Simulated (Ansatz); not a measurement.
HfO2:

```xyz
12
Lattice="5.2195 0.0000 0.0000 0.0000 5.0048 0.0000 0.0000 0.0000 5.0327" Properties=species:S:1:pos:R:3 pbc="T T T"
Hf    5.0472    3.6661    3.7314
Hf    2.7820    3.6661    1.2151
Hf    2.4375    1.3387    3.7314
Hf    0.1723    1.3387    1.2151
O     3.2994    4.6477    4.4251
O     4.5298    4.6477    1.9087
O     1.2211    2.7020    2.4776
O     1.3886    2.7020    4.9939
O     3.9984    2.3028    4.9939
O     3.8308    2.3028    2.4776
O     0.6896    0.3571    4.4251
O     1.9201    0.3571    1.9087
```

Measurements of this composition are mostly on another form, of space group No. 14.

* Program: Ansatz 0.2.0
* Task: relaxation of cell and atoms
* Functional: PBEsol
* Potentials or basis: Ansatz PAW
* Cutoff: 420 eV (not typed: the program's choice for these potentials)
* k mesh: 4 × 5 × 4
* Occupations: fermi-dirac, width 0.05 eV
* Spin: no spin polarisation
* Hubbard terms: Hf d U = 6 eV

At the start: volume 10.96 Å³/atom.

Where does the relaxation end?

It ends after 9 steps and the volume is 11.47 Å³/atom (+4.7 %); space group Pca2_1 (No. 29, to 0.05 Å).

The path:
```tsv
step	energy change (eV)	largest force (eV/Å)	volume (Å³)
1	0.0000	0.2872	131.46
2	-0.1567	0.2339	138.26
3	-0.1734	0.1747	137.45
4	-0.1797	0.0989	137.14
5	-0.1820	0.0178	137.37
6	-0.1823	0.0059	137.35
7	-0.2222	0.0044	137.35
8	-0.2211	0.0011	137.63
9	-0.2226	0.0013	137.63
```

Final structure:
```
Hf O
1.0
     5.27895    0.00000    0.00000
     0.00000    5.09568    0.00000
     0.00000    0.00000    5.11649
Hf O
4 8
Direct
  0.96784 0.73396 0.73697
  0.53216 0.73396 0.23697
  0.46784 0.26604 0.73697
  0.03216 0.26604 0.23697
  0.63814 0.93187 0.88541
  0.86186 0.93187 0.38541
  0.23551 0.53650 0.49062
  0.26449 0.53650 0.99062
  0.76449 0.46350 0.99062
  0.73551 0.46350 0.49062
  0.13814 0.06813 0.88541
  0.36186 0.06813 0.38541
```

Caveat: the plane-wave basis is chosen anew once the cell has moved, so the energies of steps on either side of that aren't comparable; the pressure holds a Pulay correction of +0.9 GPa for the finite cutoff; the PAW data sets come from PBE, with cores solved anew for the run's functional, which leaves a small shift of forces and pressure.
